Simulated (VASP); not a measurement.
HfS2:

```
Hf S
1.0
     3.63966    0.00000    0.00000
    -1.81983    3.15204    0.00000
     0.00000    0.00000    6.05556
Hf S
1 2
Direct
  0.00000 0.00000 0.00000
  0.66667 0.33333 0.76395
  0.33333 0.66667 0.23605
```

The cell is a database's computed one.

```yaml
Program: VASP 6.6.1
Task: relaxation of cell and atoms
Functional: PBE
Dispersion: D3(BJ)
Potentials_or_basis: VASP PAW PBE potentials, release 64 (Hf_pv, S)
Cutoff: 600 eV
k_mesh: 9 × 9 × 5
Occupations: gaussian, width 0.03 eV
Spin: no spin polarisation
```

At the start: pressure -1.0 GPa; volume 23.16 Å³/atom.

How do energy, volume and symmetry change on relaxing?

Over 13 steps the energy falls by 9.9 meV/atom and the volume is 21.55 Å³/atom (-6.9 %); space group P-3m1 (No. 164, to 0.05 Å).

The path:
```
step  energy change (eV)  largest force (eV/Å)  pressure (GPa)  volume (Å³)
   1              0.0000                0.1620           -1.05        69.47
   2             -0.0063                0.3158            0.69        67.96
   3             -0.0064                0.2992            0.54        68.12
   4             -0.0120                0.1578            0.15        67.80
   5             -0.0134                0.0495           -0.13        67.56
   6             -0.0167                0.0398           -0.23        67.30
   7             -0.0244                0.0082           -0.52        66.52
   8             -0.0259                0.0638           -0.91        64.92
   9             -0.0279                0.0192           -0.73        65.70
  10             -0.0287                0.1172            0.54        64.57
  11             -0.0292                0.0652            0.06        64.99
  12             -0.0296                0.0379            0.03        64.84
  13             -0.0298                0.0014            0.02        64.65
```

Final structure:
```yaml
crystal:
  lattice:
    - [3.59684, 0.00000, 0.00000]
    - [-1.79842, 3.11495, 0.00000]
    - [0.00000, 0.00000, 5.77000]
  atoms:
    - { symbol: Hf, position: [0.00000, 0.00000, 0.00000] }
    - { symbol: S, position: [0.66667, 0.33333, 0.74784] }
    - { symbol: S, position: [0.33333, 0.66667, 0.25216] }
```
